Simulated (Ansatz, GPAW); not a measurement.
# Geometry or basis: what sets the conductance of an Ir chain with an Ag atom bridging one bond, part 2 of 4

Wanted: T(E) of an Ir chain with an Ag atom bridging one bond at a relaxed geometry in two programs, beside the unrelaxed structure.

GPAW 26.7.0 and Ansatz 0.2.0; Ansatz plane waves; relaxation of the junction with the lead ends held; PAW set soft_1 (the session's first sound run).

So far. Step 2 (Relaxing the atoms): The relaxation lowered the energy of the cell by 0.655 eV.

**3. Plane-wave reference (PBE)**

A plane-wave run comes first: its basis does not favour the atoms, so it serves as the reference for the orbital bases.

This step: Ansatz plane waves; Landauer transmission by layers, zero bias; PAW set soft_1 (Ansatz 0.2.0).

Input file input.yaml:

```yaml
crystal:
  lattice:
    - [9.0, 0.0, 0.0]
    - [0.0, 9.0, 0.0]
    - [0.0, 0.0, 37.0]
  atoms:
    - { symbol: Ir, position: [0.5, 0.5, 0.0310810811] }
    - { symbol: Ir, position: [0.5, 0.5, 0.0932432432] }
    - { symbol: Ir, position: [0.5, 0.5, 0.1554054054] }
    - { symbol: Ir, position: [0.5, 0.5, 0.2175675676] }
    - { symbol: Ir, position: [0.5, 0.5, 0.2797297297] }
    - { symbol: Ir, position: [0.5, 0.5, 0.3418918919] }
    - { symbol: Ir, position: [0.5136518125, 0.4456924646, 0.4058542131] }
    - { symbol: Ir, position: [0.501804263, 0.5349832809, 0.466801775] }
    - { symbol: Ag, position: [0.7619211328, 0.5219466666, 0.5002590643] }
    - { symbol: Ir, position: [0.5063518143, 0.4651760846, 0.5329814083] }
    - { symbol: Ir, position: [0.5056740252, 0.5538859258, 0.5941329903] }
    - { symbol: Ir, position: [0.5, 0.5, 0.6581081081] }
    - { symbol: Ir, position: [0.5, 0.5, 0.7202702703] }
    - { symbol: Ir, position: [0.5, 0.5, 0.7824324324] }
    - { symbol: Ir, position: [0.5, 0.5, 0.8445945946] }
    - { symbol: Ir, position: [0.5, 0.5, 0.9067567568] }
    - { symbol: Ir, position: [0.5, 0.5, 0.9689189189] }
kpoints:
  mp_grid: { grid: [1, 1, 2] }
hamiltonian:
  xc: pbe
  pseudopotentials: { kind: paw, azcp: { folder: soft_1 } }
scf:
  occupations: { method: fermi_dirac, width: 0.1 }
output:
  transmission:
    leads: [[0, 1]]
    e_range: [-2, 2]
    de: 0.025
    kmesh: [1, 1]
    reduced_basis: true
  write_potential: true
  write_density: true
  volumetric_format: npy
  elf: true
```

Launch:

```sh
ansatz run input.yaml --threads 4 --pin off --max-ram 8192MiB --backend cpu --events-out ev --progress --plain --runs-dir out
```

Numbers of over 12 decimals in the logs are rounded to 6 here.

The log of the run:

```text
[...]
Crystal: 17 atoms, lattice volume = 2997.000 Å³
Basis set: ecut = 420 eV, 58559 PW (Γ)
Bands: 175, of which v1, the nominal top of the filled ones, is band 146 counted from 1 (145 counted from 0)
Symmetry: 1 space group operations
[...]
k-points: 2
[...]
SCF iter   1: F=—  HF=-198523.836762 eV  |F-HF|=—  |Δ(HF+E_count)|=         —  Δρ=2.68e-2  dr2=5.26e1  ethr=3.10e-3  ⟨swp⟩=6.5  Hψ=1357  notcnv=0  defer=1
[...]
SCF iter  13: F=-198519.075914 eV  HF=-198519.075914 eV  |F-HF|=6.64e-8  |Δ(HF+E_count)|=   9.43e-9  Δρ=1.16e-6  dr2=8.16e-8  ethr=3.44e-11  ⟨swp⟩=14.5  Hψ=940  notcnv=0
SCF 1 converged in 13 iterations: F = -198519.075914 eV  dr2 = 8.16e-8
[...]
transmission: 46 of 276 steps passed
transmission: 92 of 276 steps passed
[...]
transmission: 276 of 276 steps passed
WARN: The output density's exchange-correlation potential varies sharply where the density is thin. Do not read a vacuum level from v_tot or v_xc, or from such a field of the output density. On a cell that repeats whose density bears no net charge and no dipole along the vacuum's axis use v_es (v_loc + v_h of the components); under efield.dipole_correction with no amplitude use v_es + v_field, which holds any externa [...]
SCF converged after 13 iterations
Free energy (F): -198519.075914 eV
[...]
Internal energy: -198517.458421 eV  (E = F + TS)
E sigma→0 (E₀):  -198518.267167 eV
Entropy (-TS):   -1.617493 eV (-95.147 meV/atom)
Fermi energy:    -3.162511 eV
[...]
--- Band table (eV) ---
  k-point 0: bands = [... 142 lower, -3.2172, -3.2078, -3.1919, -3.1455, -3.1335, -3.1176, -3.1023, -2.9985, ... 25 higher]
  k-point 1: bands = [... 142 lower, -3.2680, -3.2481, -3.2087, -3.2072, -3.1478, -3.1407, -3.1250, -3.0929, ... 25 higher]
--- Transmission ---
  basis      : 717 plane waves across, 46 finite elements along
  points     : 1, standing for a mesh of 1 x 1
  filling    : by the input's occupations and mesh, since the crystals that have channels conduct as metals do. If one of these is a semiconductor, that mesh has misplaced its level
  energies   : 161 from -2.000000 to 2.000000 eV about the Fermi level, 0.025000 eV apart; the leads are filled to 0.000000 eV, and channels, transmission and decay are at 0.000000 eV
  crystal 0  : Ir1, at the sites [0, 1], period 2.3000 Å, over 27.60 Å; its Hamiltonian steps by up to 4.9 meV
    offset         : up to 0.0000 Å between an atom of the period and one for which it stands
    filled         : 7.4 meV over the level at which it is neutral
    channels       : 6.000000e0 a spin
    conductance    : 5.5368e14 S/m² at 300 K; may be off by some 0.0 % by where its bands' edges are placed, 0.8 % from the distance to neutral
  junction   : crystal 0 to crystal 0, 0.70 to 35.40 Å
    transmission   : 3.176819e0 a spin
    error estimate : 1.558024e-3 a spin from the reduction of the transverse basis, at the most 6.231806e-3 at -0.975000 eV
    conductance    : 2.9805e14 S/m² at 300 K (2.9741e14 on every other energy)
    error estimate : 0.2 % from the energy spacing and 0.0 % from band edges of the leads and from resonances (wavevectors taken as independent; lower de), 0.1 % from the reduction of the transverse basis, 1.2 % from the steps of its leads' Hamiltonians or their offsets (lay more layers), 0.9 % from the distance to neutral
    resistance     : 1.5490e-3 Ω µm² beyond half of each lead's own
```

Wall time 2.8 min (4 threads of Arm Neoverse V1, shared host); peak memory 4.7 GiB; 8.2 min of CPU time.

The column dr2 measures how far the density is from self-consistency, as an energy; F and HF (Harris–Foulkes) agree once it is small.

This step gave:

```
lead level                                              : 0 eV from the Fermi level
transmission at the Fermi level (one spin)              : 3.177
open channels of the lead at the Fermi level (one spin) : 6
step of the potential along the lead                    : 4.9 meV
offset of the lead                                      : 0 Å
filling of the lead less its bulk value, in size        : 7.4 meV
conductance                                             : 3.116 G₀
```

One spin. Table of transmission, zone mean by energy, zero at the Fermi level:

```
energy (eV)  transmission, zone mean
     -2.000                     1.66
     -1.800                     2.11
     -1.600                     2.40
     -1.400                     2.80
     -1.200                     3.16
     -1.000                     3.89
     -0.800                     4.77
     -0.650                     5.02
     -0.600                     4.99
     -0.400                     4.31
     -0.200                     3.58
      0.000                     3.18
      0.200                     2.16
      0.400                     2.10
      0.600                     1.99
      0.800                     1.70
      1.000                     1.58
      1.200                     1.68
      1.400                     1.26
      1.600                     1.01
      1.800                     1.00
      2.000                     1.00
```

One spin. The open channels, zone mean by energy, zero at the Fermi level:

energy (eV), open channels, zone mean and a bar from the least value:
```
   -2.000       3.00 
   -1.900       4.00 ##########
   -1.800       4.00 ##########
   -1.700       4.00 ##########
   -1.600       4.00 ##########
   -1.500       4.00 ##########
   -1.400       6.00 ##############################
   -1.300       6.00 ##############################
   -1.200       6.00 ##############################
   -1.100       6.00 ##############################
   -1.000       6.00 ##############################
   -0.900       6.00 ##############################
   -0.800       6.00 ##############################
   -0.700       6.00 ##############################
   -0.600       6.00 ##############################
   -0.500       6.00 ##############################
   -0.400       6.00 ##############################
   -0.300       6.00 ##############################
   -0.200       6.00 ##############################
   -0.100       6.00 ##############################
    0.000       6.00 ##############################
    0.100       4.00 ##########
    0.200       4.00 ##########
    0.300       4.00 ##########
    0.400       4.00 ##########
    0.500       4.00 ##########
    0.600       4.00 ##########
    0.700       4.00 ##########
    0.800       4.00 ##########
    0.900       4.00 ##########
    1.000       3.00 
    1.100       3.00 
    1.200       3.00 
    1.300       3.00 
    1.400       3.00 
    1.500       3.00 
    1.600       3.00 
    1.700       3.00 
    1.800       3.00 
    1.900       3.00 
    2.000       3.00
```

Crystal 0, spin -, k parallel (0, 0); distinct values, listed up to 1.5 1/Å. Table of Im kz of the slowest decaying states by energy, zero at the Fermi level:

```
energy (eV)  decay 1 (Å⁻¹)  decay 2 (Å⁻¹)  decay 3 (Å⁻¹)  decay 4 (Å⁻¹)
     -2.000         0.0367          0.549          0.550           1.33
     -1.800          0.446          0.447           1.31           1.31
     -1.600          0.301          0.302           1.29           1.29
     -1.400           1.27           1.27           1.33           1.44
     -1.200           1.25           1.25           1.31           1.42
     -1.000           1.23           1.23           1.29           1.41
     -0.800           1.21           1.21           1.27           1.39
     -0.600           1.19           1.19           1.25           1.37
     -0.400           1.17           1.17           1.23           1.35
     -0.200           1.14           1.14           1.21           1.33
      0.000           1.12           1.12           1.18           1.31
      0.200          0.245          0.245           1.10           1.10
      0.400          0.368          0.368           1.07           1.07
      0.600          0.451          0.451           1.05           1.05
      0.800          0.515          0.515           1.03           1.03
      1.000         0.0981          0.567          0.567           1.00
      1.200          0.199          0.610          0.610          0.976
      1.400          0.259          0.648          0.648          0.950
      1.600          0.304          0.681          0.924          0.924
      1.800          0.341          0.709          0.709          0.897
      2.000          0.371          0.735          0.735          0.870
```

Crystal 0, spin -, k parallel (0, 0). Re kz of states that move upwards against energy, zero at the Fermi level:

```
energy (eV)  channel 1 (Å⁻¹)  channel 2 (Å⁻¹)  channel 3 (Å⁻¹)  channel 4 (Å⁻¹)  channel 5 (Å⁻¹)  channel 6 (Å⁻¹)
    -2.0000           -0.681           -0.680            0.708                -                -                -
    -1.7500           -0.640           -0.640            0.291            0.729                -                -
    -1.5000           -0.601           -0.600            0.415            0.750                -                -
    -1.2500           -0.562           -0.562            0.338            0.339            0.510            0.772
    -1.0000           -0.525           -0.525            0.528            0.528            0.591            0.796
    -0.7500           -0.488           -0.488            0.662            0.682            0.682            0.823
    -0.5000           -0.452           -0.452            0.721            0.827            0.828            0.855
    -0.2500           -0.416           -0.416            0.770            0.898            0.984            0.985
     0.0000           -0.380           -0.380            0.806            0.951             1.21             1.21
     0.2500           -0.344           -0.344            0.835             1.02                -                -
     0.5000           -0.308           -0.307            0.860             1.09                -                -
     0.7500           -0.271           -0.271            0.882             1.19                -                -
     1.0000           -0.233           -0.233            0.902                -                -                -
     1.2500           -0.194           -0.194            0.922                -                -                -
     1.5000           -0.153           -0.153            0.941                -                -                -
     1.7500           -0.108           -0.108            0.961                -                -                -
     2.0000          -0.0498          -0.0492            0.980                -                -                -
```

The electrostatic potential energy of an electron (with the applied field's), less the Fermi level, planar mean oscillates, so the rows of the table below give means over windows of 2.37 Å about each position, cut where the curve ends. Its first 14 maxima inside the range that stand out by 2 % of the span (Å: eV): 2.4: 5.27, 4.6: 5.27, 7.0: 5.25, 9.2: 5.24, 11.5: 5.20, 13.8: 5.10, 16.1: 4.74, 18.5: 3.29, 20.9: 4.74, 23.2: 5.10, 25.5: 5.20, 27.8: 5.24, 30.0: 5.25, 32.4: 5.27. Its first 14 minima: 1.2: 3.38, 3.4: 3.38, 5.8: 3.37, 8.0: 3.37, 10.4: 3.32, 12.7: 3.27, 15.1: 3.09, 17.5: 2.53, 19.5: 2.50, 21.9: 3.09, 24.3: 3.27, 26.6: 3.32, 29.0: 3.37, 31.2: 3.37.

Table of electrostatic potential energy of an electron (with the applied field's), less the Fermi level, planar mean by z; means over each step:

```
z (Å)  electrostatic potential energy of an electron (with the applied field's), less the Fermi level, planar mean (eV)
 1.19                                                                                                              4.35
 3.56                                                                                                              4.34
 5.93                                                                                                              4.34
 8.29                                                                                                              4.32
10.67                                                                                                              4.28
13.04                                                                                                              4.20
15.41                                                                                                              3.94
17.77                                                                                                              2.99
20.14                                                                                                              3.50
22.52                                                                                                              4.10
24.89                                                                                                              4.22
27.25                                                                                                              4.27
29.62                                                                                                              4.30
32.00                                                                                                              4.30
34.37                                                                                                              4.30
36.74                                                                                                              4.02
```

The valence density, planar mean oscillates, so the rows of the table below give means over windows of 2.29 Å about each position, cut where the curve ends. Its first 14 maxima inside the range that stand out by 2 % of the span (Å: e/Å³): 1.2: 0.180, 3.4: 0.180, 5.8: 0.180, 8.0: 0.179, 10.4: 0.181, 12.6: 0.179, 14.9: 0.179, 17.3: 0.187, 18.5: 0.260, 19.7: 0.188, 22.1: 0.179, 24.4: 0.179, 26.6: 0.181, 29.0: 0.179. Its first 14 minima: 2.4: 0.0282, 4.6: 0.0277, 7.0: 0.0280, 9.2: 0.0279, 11.5: 0.0281, 13.8: 0.0253, 16.1: 0.0286, 17.9: 0.131, 19.1: 0.137, 20.9: 0.0284, 23.2: 0.0253, 25.5: 0.0281, 27.8: 0.0279, 30.0: 0.0280.

The valence density, planar mean by z; means over each step:

```
z (Å)  valence density, planar mean (e/Å³)
 1.15                               0.0915
 3.44                               0.0915
 5.72                               0.0915
 8.02                               0.0916
10.30                               0.0915
12.59                               0.0913
14.88                               0.0916
17.18                                0.124
19.46                                0.159
21.75                               0.0921
24.04                               0.0906
26.34                               0.0914
28.62                               0.0916
30.91                               0.0914
33.21                               0.0915
35.50                               0.0914
```

ELF in the ca plane at fractional y = 0.522, with atoms of Ir and Ag within 0.2 Å of it. It is the smooth field of the valence electrons, not physical close to the nuclei.

Ten even steps from '0' (0.00) to '9' (0.76), each cell a mean:
```
00000000000000000000000000000000000000000000
00000000000000000000000000000000000000000000
00000000000000000000011222100000000000000000
00000000000000000000123554211000000000000000
00000000000000000001135776421000000000000000
11111111110011110001236897521100011110111110
22222222221122221112235776422111222221222222
33333333333333333333323443233332333333333333
34434434433444444444443223344443344444344344
46544445643444544544653343455444466444456544
67754457764445664446775444676544677544577644
76764476674446765457666445777545767644676754
77764467774445655457776455676544677644677754
57654456753444545535774454565454566444467544
44444434433444445433443444443344444444344444
33333333333333344322233333332334444343333334
22222222222222222211121111221122333222222222
11111111111111111100110000110011121111111111
00000000000000000000000000000000000000000000
00000000000000000000000000000000000000000000
00000000000000000000000000000000000000000000
00000000000000000000000000000000000000000000
00000000000000000000000000000000000000000000
00000000000000000000000000000000000000000000
```
Columns run along c (16.0 Å, from fractional 0.27 to 0.70 of the cell), rows up along a (9.0 Å). Atoms in or near the plane, at fractional coordinates: Ir at (0.28, 0.50), Ir at (0.34, 0.50), Ir at (0.47, 0.50), Ag at (0.50, 0.76), Ir at (0.66, 0.50).

Valence density in the ca plane at fractional y = 0.522, with atoms of Ir and Ag within 0.2 Å of it. It is the smooth field of the valence electrons, not physical close to the nuclei.

Values in units of 1e0 e/Å³, 13 rows by 16 columns, each cell a mean:
```
0.0 0.0 0.0 0.0 0.0 0.0 0.0 0.0 0.0 0.0 0.0 0.0 0.0 0.0 0.0 0.0
0.0 0.0 0.0 0.0 0.0 0.0 0.0 0.0 0.7 0.3 0.0 0.0 0.0 0.0 0.0 0.0
0.0 0.0 0.0 0.0 0.0 0.0 0.0 0.2 9.0 3.8 0.0 0.0 0.0 0.0 0.0 0.0
0.0 0.0 0.0 0.0 0.0 0.0 0.0 0.3 7.8 3.4 0.1 0.0 0.0 0.0 0.0 0.0
0.3 0.2 0.2 0.2 0.1 0.2 0.2 0.4 0.7 0.5 0.2 0.2 0.3 0.1 0.3 0.2
3.6 1.1 2.6 2.2 0.6 1.5 0.7 4.1 1.0 1.6 1.7 1.3 3.5 0.7 3.6 1.1
7.1 2.3 5.2 4.4 0.9 2.2 1.2 7.6 1.8 2.7 2.9 2.4 6.0 1.1 7.1 2.3
2.0 0.7 1.5 1.2 0.3 0.5 0.4 2.0 0.5 0.7 0.7 0.6 1.4 0.4 2.0 0.7
0.1 0.1 0.1 0.1 0.1 0.1 0.1 0.1 0.1 0.1 0.1 0.1 0.1 0.1 0.1 0.1
0.0 0.0 0.0 0.0 0.0 0.0 0.0 0.0 0.0 0.0 0.0 0.0 0.0 0.0 0.0 0.0
0.0 0.0 0.0 0.0 0.0 0.0 0.0 0.0 0.0 0.0 0.0 0.0 0.0 0.0 0.0 0.0
0.0 0.0 0.0 0.0 0.0 0.0 0.0 0.0 0.0 0.0 0.0 0.0 0.0 0.0 0.0 0.0
0.0 0.0 0.0 0.0 0.0 0.0 0.0 0.0 0.0 0.0 0.0 0.0 0.0 0.0 0.0 0.0
```
Columns run along c (16.0 Å, from fractional 0.27 to 0.70 of the cell), rows up along a (9.0 Å). Atoms in or near the plane, at fractional coordinates: Ir at (0.28, 0.50), Ir at (0.34, 0.50), Ir at (0.47, 0.50), Ag at (0.50, 0.76), Ir at (0.66, 0.50).

Electrostatic potential energy in the ca plane at fractional y = 0.522, with atoms of Ir and Ag within 0.2 Å of it. With pseudopotentials it is smooth inside the atoms' cores, unlike the true potential.

Ten even steps from '0' (-63 eV) to '9' (3 eV), each cell a mean:
```
99999999999999999999999999999999999999999999
99999999999999999999999999999999999999999999
99999999999999999999998888999999999999999999
99999999999999999999987556899999999999999999
99999999999999999999985555699999999999999999
99999999999999999999974785689999999999999999
99999999999999999999985555699999999999999999
99999999999999999999997556899999999999999999
98999998899999999999888888889999988999998999
65578875578987778986457898767898645789755689
20037730026875347862003786313686200477400268
00016610005874236840001685101575000267100047
00027610016885457850002786312686100377200057
42368852248998788974226898656888534688632478
87889987789999999998778999988999888999887899
99999999999999999999999999999999999999999999
99999999999999999999999999999999999999999999
99999999999999999999999999999999999999999999
99999999999999999999999999999999999999999999
99999999999999999999999999999999999999999999
99999999999999999999999999999999999999999999
99999999999999999999999999999999999999999999
99999999999999999999999999999999999999999999
99999999999999999999999999999999999999999999
```
Columns run along c (16.0 Å, from fractional 0.27 to 0.70 of the cell; values clipped at the 3rd and 97th percentile), rows up along a (9.0 Å). Atoms in or near the plane, at fractional coordinates: Ir at (0.28, 0.50), Ir at (0.34, 0.50), Ir at (0.47, 0.50), Ag at (0.50, 0.76), Ir at (0.66, 0.50).

T at the Fermi level is 3.18 of 6 open channels a spin, without spin-orbit coupling, which is large for these atoms.

(Part 2 of 4 ends here.)

[Logs are printed without paths, hosts, clocks, repeated set-up lines and the standing remarks that a program may print on its own settings, such as how far it seeks lower states.]

[Hosts, paths, dates, database ids (printed as entryN), source tags and the programs' standing remarks are cut or masked in the printed files.]
